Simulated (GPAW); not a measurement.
# Cd (Fm-3m) in GPAW: convergence with smearing width (eV)

Aim: find how far smearing width (eV) must go before the results for Cd settle, at RPBE. This setting moves, with any that are tied to it; all else stays.

All numbers are computed with GPAW 26.7.0; they aren't measurements. Logs are shortened: lines on timing, memory, paths and dates and some standing lists are left out, and cuts for length are marked. The log counts tension as positive stress, the text compression.

**1. Starting point**

The structure is cubic, space group Fm-3m (No. 225). Conventional cell: a = 4.436 Å, b = 4.436 Å, c = 4.436 Å, α = 90.00°, β = 90.00°, γ = 90.00°. Cd (site symmetry m-3m) is surrounded by 12 Cd at 3.14 Å.

This isn't the form of Cd at room conditions, which is hcp.

**2. With smearing width (eV) 0.5**

run.py

```python
from ase import Atoms
from ase.dft.bandgap import bandgap
from ase.io import write
from ase.units import GPa
from gpaw import GPAW, PW

atoms = Atoms(['Cd'],
              cell=[[0.0, 2.21814975, 2.21814975],
                    [2.21814975, 0.0, 2.21814975],
                    [2.21814975, 2.21814975, 0.0]],
              scaled_positions=[[0.0, 0.0, 0.0]],
              pbc=True)

calc = GPAW(mode=PW(600),
            xc='RPBE',
            kpts={'size': (10, 10, 10), 'gamma': True},
            occupations={'name': 'marzari-vanderbilt', 'width': 0.5},
            nbands=13,
            convergence={'density': 1e-05, 'energy': 1e-05},
            maxiter=100,
            txt='gpaw.txt')
atoms.calc = calc
energy = atoms.get_potential_energy()
forces = atoms.get_forces()
stress = atoms.get_stress()
calc.write('gs.gpw')
write('result.traj', atoms)
print(f'Energy: {energy:.6f} eV')
print('Forces (eV/A):')
print(forces.round(4))
print('Stress (GPa):', (stress / GPa).round(3))
print('Fermi level:', round(calc.get_fermi_level(), 4), 'eV')
print(f'Gap: {bandgap(calc)[0]:.4f} eV, direct: {bandgap(calc, direct=True)[0]:.4f} eV')
```

Potentials or basis: the program's PAW data sets (release 1.2.1) made for this functional, pw.

Launch:

```
$ OMP_NUM_THREADS=1 python run.py
```

gpaw.txt:

```text
__  _  _
 | _ |_)|_||  |
 |__||  | ||/\| - 26.7.0

Input parameters:
  mode=PW(ecut=600.0),
  convergence={'density': 1e-05, 'energy': 1e-05},
  kpts=MonkhorstPack(size=(10, 10, 10), gamma=True),
  maxiter=100,
  nbands=13,
  occupations=Occupations(name='marzari-vanderbilt', width=0.5),
  xc=XC(name='RPBE')

Diagonalizing LCAO Hamiltonian
Converting LCAO to pw mode

       Cd

Atoms  # Å, Bohr magnetons
|   | symbol |        x |        y |        z |    initial magnetic moments |
|---|--------|----------|----------|----------|-----------------------------|
| 0 |     Cd | 0.000000 | 0.000000 | 0.000000 | ( 0.0000,  0.0000,  0.0000) |

Unit cell  # Å
| periodic |        x |        y |        z |  lengths |    angles |
|----------|----------|----------|----------|----------|-----------|
|      yes | 0.000000 | 2.218150 | 2.218150 | 3.136937 | 60.000000 |
|      yes | 2.218150 | 0.000000 | 2.218150 | 3.136937 | 60.000000 |
|      yes | 2.218150 | 2.218150 | 0.000000 | 3.136937 | 60.000000 |

Number of symmetries: 48
Symmetry operations  # r_c * U_cc + t_c -> r_c
|    | kind |            matrix            |
|----|------|------------------------------|
|  0 |  σ   |  1, 0, 0,  1, 0,-1,  1,-1, 0 |
|  1 |  C2  |  1, 0, 0,  1,-1, 0,  1, 0,-1 |
|  2 |  E   |  1, 0, 0,  0, 1, 0,  0, 0, 1 |
|  3 |  σ   |  1, 0, 0,  0, 0, 1,  0, 1, 0 |
|  4 |  C4  |  1, 0,-1,  1, 0, 0,  1,-1, 0 |
|  5 |  S6  |  1, 0,-1,  1,-1, 0,  1, 0, 0 |
|  6 |  σ   |  1, 0,-1,  0, 1,-1,  0, 0,-1 |
|  7 |  C3  |  1, 0,-1,  0, 0,-1,  0, 1,-1 |
|  8 |  S6  |  1,-1, 0,  1, 0, 0,  1, 0,-1 |
|  9 |  C4  |  1,-1, 0,  1, 0,-1,  1, 0, 0 |
| 10 |  C3  |  1,-1, 0,  0,-1, 1,  0,-1, 0 |
| 11 |  σ   |  1,-1, 0,  0,-1, 0,  0,-1, 1 |
| 12 |  σ   |  0, 1, 0,  1, 0, 0,  0, 0, 1 |
| 13 |  C4  |  0, 1, 0,  0, 1,-1, -1, 1, 0 |
| 14 |  C3  |  0, 1, 0,  0, 0, 1,  1, 0, 0 |
| 15 |  S6  |  0, 1, 0, -1, 1, 0,  0, 1,-1 |
| 16 |  C2  |  0, 1,-1,  1, 0,-1,  0, 0,-1 |
| 17 |  σ   |  0, 1,-1,  0, 1, 0, -1, 1, 0 |
| 18 |  S4  |  0, 1,-1,  0, 0,-1,  1, 0,-1 |
| 19 |  C4  |  0, 1,-1, -1, 1, 0,  0, 1, 0 |
| 20 |  C3  |  0, 0, 1,  1, 0, 0,  0, 1, 0 |
| 21 |  σ   |  0, 0, 1,  0, 1, 0,  1, 0, 0 |
| 22 |  S6  |  0, 0, 1,  0,-1, 1, -1, 0, 1 |
| 23 |  C4  |  0, 0, 1, -1, 0, 1,  0,-1, 1 |
| 24 |  S4  |  0, 0,-1,  1, 0,-1,  0, 1,-1 |
| 25 |  C3  |  0, 0,-1,  0, 1,-1,  1, 0,-1 |
| 26 |  C2  |  0, 0,-1,  0,-1, 0, -1, 0, 0 |
| 27 |  S6  |  0, 0,-1, -1, 0, 0,  0,-1, 0 |
| 28 |  S4  |  0,-1, 1,  1,-1, 0,  0,-1, 0 |
| 29 |  C4  |  0,-1, 1,  0, 0, 1, -1, 0, 1 |
| 30 |  C2  |  0,-1, 1,  0,-1, 0,  1,-1, 0 |
| 31 |  σ   |  0,-1, 1, -1, 0, 1,  0, 0, 1 |
| 32 |  C3  |  0,-1, 0,  1,-1, 0,  0,-1, 1 |
| 33 |  S6  |  0,-1, 0,  0, 0,-1, -1, 0, 0 |
| 34 |  S4  |  0,-1, 0,  0,-1, 1,  1,-1, 0 |
| 35 |  C2  |  0,-1, 0, -1, 0, 0,  0, 0,-1 |
| 36 |  C2  | -1, 1, 0,  0, 1, 0,  0, 1,-1 |
| 37 |  S6  | -1, 1, 0,  0, 1,-1,  0, 1, 0 |
| 38 |  S4  | -1, 1, 0, -1, 0, 1, -1, 0, 0 |
| 39 |  C3  | -1, 1, 0, -1, 0, 0, -1, 0, 1 |
| 40 |  S6  | -1, 0, 1,  0, 0, 1,  0,-1, 1 |
| 41 |  C2  | -1, 0, 1,  0,-1, 1,  0, 0, 1 |
| 42 |  C3  | -1, 0, 1, -1, 1, 0, -1, 0, 0 |
| 43 |  S4  | -1, 0, 1, -1, 0, 0, -1, 1, 0 |
| 44 |  C2  | -1, 0, 0,  0, 0,-1,  0,-1, 0 |
| 45 |  i   | -1, 0, 0,  0,-1, 0,  0, 0,-1 |
| 46 |  σ   | -1, 0, 0, -1, 1, 0, -1, 0, 1 |
| 47 |  C2  | -1, 0, 0, -1, 0, 1, -1, 1, 0 |

BZ-sampling:
  Number of BZ points: 1000
  Number of IBZ points: 47

  Monkhorst-Pack size: [10, 10, 10]
  Monkhorst-Pack shift: [0.05, 0.05, 0.05]

K-points  # in reciprocal-cell coordinates
|     |                                coordinates |     weight |
|-----|--------------------------------------------|------------|
|   0 | (  0.00000000,   0.00000000,   0.00000000) | 0.00100000 |
|   1 | (  0.10000000,   0.10000000,   0.00000000) | 0.00600000 |
|   2 | (  0.10000000,   0.10000000,   0.10000000) | 0.00800000 |
|   3 | (  0.20000000,   0.10000000,   0.10000000) | 0.01200000 |
|   4 | (  0.20000000,   0.20000000,   0.00000000) | 0.00600000 |
|   5 | (  0.20000000,   0.20000000,   0.10000000) | 0.02400000 |
|   6 | (  0.20000000,   0.20000000,   0.20000000) | 0.00800000 |
|   7 | (  0.30000000,   0.20000000,   0.10000000) | 0.02400000 |
|   8 | (  0.30000000,   0.20000000,   0.20000000) | 0.02400000 |
|   9 | (  0.30000000,   0.30000000,   0.00000000) | 0.00600000 |
| ... |                                            |            |
|  46 | (  0.50000000,   0.50000000,   0.50000000) | 0.00400000 |

Plane wave coefficients: 745
Cutoff: 600.0 eV

Spin-components: 1 (collinear spins)
Bands:           13
Projectors:      6
Spin-degeneracy: 2
Datatype:        complex128

Parallelization:
  kpt:    1
  domain: 1
  band:   1

Density:
  Valence electrons: 12.0
  Components: 1
  Grid points: [18 18 18]
  Charge: 0.0  # |e|

Potential:
  Grid points: [18 18 18]

species:
  Cd:
    name:    Cadmium
    Z:       48.0
    valence: 12
    core:    36
    charge:  0.0  # [|e|]
    compensation charges:
      type: gauss
      rc: 0.38  # [Å]
      lmax: 2
    cutoffs:
      filter: 2.12  # [Å]
      core: 2.62  # [Å]
    projectors
    | kind |    occ | energy [eV] | rcut [Å] |
    |------|--------|-------------|----------|
    |   5s |  2.000 |      -5.542 |    1.191 |
    |   5p |  0.000 |      -1.167 |    1.228 |
    |   4d | 10.000 |     -11.705 |    1.164 |
    |    s |        |      21.670 |    1.191 |
    |    p |        |      26.044 |    1.228 |
    |    d |        |      15.507 |    1.164 |

    Using partial waves for Cd as LCAO basis

Reference energy: -152181.746734  # eV

eigensolver:
  PPCG
  Converge bands: occupied
  niter=2

density mixing:
  MSR1-Mixer
  Pratt-step length: 0.05
  Maximum mixing coefficient: 0.75
  Old densities: 10
  SVD Regularization: 0.005
  Good broyden scale: 1.0
  Trust region scale: 1.0
  Backstep threshold: 4.0
  History deletion threshold: 6.0
  Fourier metric: weight=20.0, sigma=0.015

occupation numbers:
  Marzari-Vanderbilt:
    width: 0.5000  # eV

poisson solver:
  ecut: 4800.0  # eV

xc functional:
  name: RPBE with 2 nearest neighbor stencil

convergence criteria:
[... 6 lines left out ...]
|iter     | |      energy | eigst |  dens |
|---------|-|-------------|-------|-------|
|iter:   1| |   -0.554733 | -0.64 |       |
|iter:   2| |   -0.548335 | -2.69 | -1.43 |
|iter:   3| |   -0.523497 | -2.33 | -1.46 |
|iter:   4| |   -0.523886 | -3.79 | -1.94 |
|iter:   5| |   -0.523872 | -4.14 | -2.44 |
|iter:   6| |   -0.523873c| -7.33 | -3.98 |
|iter:   7| |   -0.523874c| -7.63c| -4.33 |
|iter:   8| |   -0.523874c| -8.72c| -5.54c|

Converged in 8 steps
Energy contributions relative to reference atoms: (reference = -152181.746734)

Energy contributions:
  Kinetic:           7.157086
  Coulomb:          -5.511550
  Zero:              0.117128
  External:          0.000000
  Xc:               -2.284404
  Entropy:          -0.002133
  Spinorbit:         0.000000
  ----------------------------
  Free energy:      -0.523874
  Extrapolated:     -0.523874

dipole moment: (-14.652166, -14.652166, -14.652166)  # |e|*Ang

Fermi level: 7.758
Eigenvalues  # (at kpt = [0.000, 0.000, 0.000])
| band index |      eig [eV] | occ [0-2] |
|------------|---------------|-----------|
|          0 |        -1.473 |     2.000 |
|          1 |        -1.473 |     2.000 |
|          2 |        -1.473 |     2.000 |
|          3 |        -1.108 |     2.000 |
|          4 |        -1.020 |     2.000 |
|          5 |        -1.020 |     2.000 |
|          6 |        20.952 |     0.000 |
|          7 |        22.407 |     0.000 |
|          8 |        22.407 |     0.000 |
|          9 |        22.407 |     0.000 |
|         10 |        25.913 |     0.000 |
|         11 |        25.913 |     0.000 |
|         12 |        25.913 |     0.000 |

No gap
No difference between direct/indirect transitions

Forces  # eV/Ang
|       x |       y |        z |
|---------|---------|----------|
| 0.00000 | 0.00000 | -0.00000 |  # Cd   0

Stress tensor  # eV/Ang^3
|         x |         y |         z |
|-----------|-----------|-----------|
| -0.026004 |  0.000000 | -0.000000 |
|  0.000000 | -0.026004 |  0.000000 |
| -0.000000 |  0.000000 | -0.026004 |

# Writing to gs.gpw (mode='')
```

Wall time 7.7 s (1 thread of Intel Xeon Platinum 8488C (Sapphire Rapids), shared host); peak memory 0.14 GiB.

Results:

| Property | Result |
| --- | --- |
| Free energy | -0.5239 eV |
| Pressure | 4.2 GPa |
| Band gap on the k mesh | none (metal or under the smearing width) |

**3. With smearing width (eV) 0.3**

Changes to run.py since step 2:

```diff
@@ -16,3 +16,3 @@
             kpts={'size': (10, 10, 10), 'gamma': True},
-            occupations={'name': 'marzari-vanderbilt', 'width': 0.5},
+            occupations={'name': 'marzari-vanderbilt', 'width': 0.3},
             nbands=13,
```

Potentials or basis: the program's PAW data sets (release 1.2.1) made for this functional, pw.

Launch:

```
$ OMP_NUM_THREADS=1 python run.py
```

Wall time 8 s (1 thread of Intel Xeon Platinum 8488C (Sapphire Rapids), shared host); peak memory 0.14 GiB.

Results:

```
Free energy            : -0.5210 eV
Pressure               : 4.2 GPa
Band gap on the k mesh : none (metal or under the smearing width)
```

**4. With smearing width (eV) 0.2**

Changes to run.py since step 3:

```diff
@@ -16,3 +16,3 @@
             kpts={'size': (10, 10, 10), 'gamma': True},
-            occupations={'name': 'marzari-vanderbilt', 'width': 0.3},
+            occupations={'name': 'marzari-vanderbilt', 'width': 0.2},
             nbands=13,
```

Launch:

```
$ OMP_NUM_THREADS=1 python run.py
```

Run time: 7.6 s. Hardware: 1 thread of Intel Xeon Platinum 8488C (Sapphire Rapids), shared host; peak memory 0.14 GiB.

The run converged. Its results:

| Property | Result |
| --- | --- |
| Free energy | -0.5183 eV |
| Pressure | 4.3 GPa |
| Band gap on the k mesh | none (metal or under the smearing width) |

**5. With smearing width (eV) 0.15**

Changes to run.py since step 4:

```diff
@@ -16,3 +16,3 @@
             kpts={'size': (10, 10, 10), 'gamma': True},
-            occupations={'name': 'marzari-vanderbilt', 'width': 0.2},
+            occupations={'name': 'marzari-vanderbilt', 'width': 0.15},
             nbands=13,
```

Launch:

```
$ OMP_NUM_THREADS=1 python run.py
```

Wall time 9.1 s (1 thread of Intel Xeon Platinum 8488C (Sapphire Rapids), shared host); peak memory 0.14 GiB.

Results (log left out):

```
Free energy            : -0.5173 eV
Pressure               : 4.4 GPa
Band gap on the k mesh : none (metal or under the smearing width)
```

**6. With smearing width (eV) 0.1**

Changes to run.py since step 5:

```diff
@@ -16,3 +16,3 @@
             kpts={'size': (10, 10, 10), 'gamma': True},
-            occupations={'name': 'marzari-vanderbilt', 'width': 0.15},
+            occupations={'name': 'marzari-vanderbilt', 'width': 0.1},
             nbands=13,
```

Potentials or basis: the program's PAW data sets (release 1.2.1) made for this functional, pw.

Launch:

```
$ OMP_NUM_THREADS=1 python run.py
```

Run time: 8.9 s. Hardware: 1 thread of Intel Xeon Platinum 8488C (Sapphire Rapids), shared host; peak memory 0.14 GiB.

It converged, with:

```yaml
Free_energy: -0.5168 eV
Pressure: 4.4 GPa
Band_gap_on_the_k_mesh: none (metal or under the smearing width)
```

**7. With smearing width (eV) 0.05**

Changes to run.py since step 6:

```diff
@@ -16,3 +16,3 @@
             kpts={'size': (10, 10, 10), 'gamma': True},
-            occupations={'name': 'marzari-vanderbilt', 'width': 0.1},
+            occupations={'name': 'marzari-vanderbilt', 'width': 0.05},
             nbands=13,
```

Launch:

```
$ OMP_NUM_THREADS=1 python run.py
```

It took 8.7 s on 1 thread of Intel Xeon Platinum 8488C (Sapphire Rapids), shared host; peak memory 0.14 GiB.

Results (log left out):

- Free energy: -0.5168 eV
- Pressure: 4.5 GPa
- Band gap on the k mesh: none (metal or under the smearing width)

**8. With smearing width (eV) 0.025**

Changes to run.py since step 7:

```diff
@@ -16,3 +16,3 @@
             kpts={'size': (10, 10, 10), 'gamma': True},
-            occupations={'name': 'marzari-vanderbilt', 'width': 0.05},
+            occupations={'name': 'marzari-vanderbilt', 'width': 0.025},
             nbands=13,
```

Launch:

```
$ OMP_NUM_THREADS=1 python run.py
```

It took 8.1 s on 1 thread of Intel Xeon Platinum 8488C (Sapphire Rapids), shared host; peak memory 0.14 GiB.

Results (log left out):

| Quantity | Value |
| --- | --- |
| Free energy | -0.5168 eV |
| Pressure | 4.5 GPa |
| Band gap on the k mesh | none (metal or under the smearing width) |

**9. With smearing width (eV) 0.01**

Changes to run.py since step 8:

```diff
@@ -16,3 +16,3 @@
             kpts={'size': (10, 10, 10), 'gamma': True},
-            occupations={'name': 'marzari-vanderbilt', 'width': 0.025},
+            occupations={'name': 'marzari-vanderbilt', 'width': 0.01},
             nbands=13,
```

Potentials or basis: the program's PAW data sets (release 1.2.1) made for this functional, pw.

Launch:

```
$ OMP_NUM_THREADS=1 python run.py
```

It took 8.1 s on 1 thread of Intel Xeon Platinum 8488C (Sapphire Rapids), shared host; peak memory 0.14 GiB.

The run converged. Its results:

```
Free energy            : -0.5168 eV
Pressure               : 4.5 GPa
Band gap on the k mesh : none (metal or under the smearing width)
```

**10. Summary**

```tsv
smearing width (eV)	energy less the tightest run, at zero smearing (meV/atom)	pressure (GPa)	SCF cycles	CPU time (s)	peak memory (GiB)
0.5	-7.09	4.17	8	7.7	0.14
0.3	-4.19	4.21	8	8	0.14
0.2	-1.55	4.30	8	7.6	0.14
0.15	-0.52	4.36	8	9.1	0.14
0.1	0.02	4.42	8	8.9	0.14
0.05	0.00	4.47	8	8.7	0.14
0.025	-0.03	4.50	8	8.1	0.14
0.01	0.00	4.50	8	8.1	0.14
```

Against the tightest run, the energy stays within 1 meV/atom from 0.15 on; the pressure stays within 0.1 GPa from 0.1 on. Narrower smearing needs a denser k mesh, so at a fixed mesh the narrowest width isn't the most accurate. The tightest run that finished is the yardstick and may itself not be fully converged.

Caveats: this smearing can pin the Fermi level at a band edge.
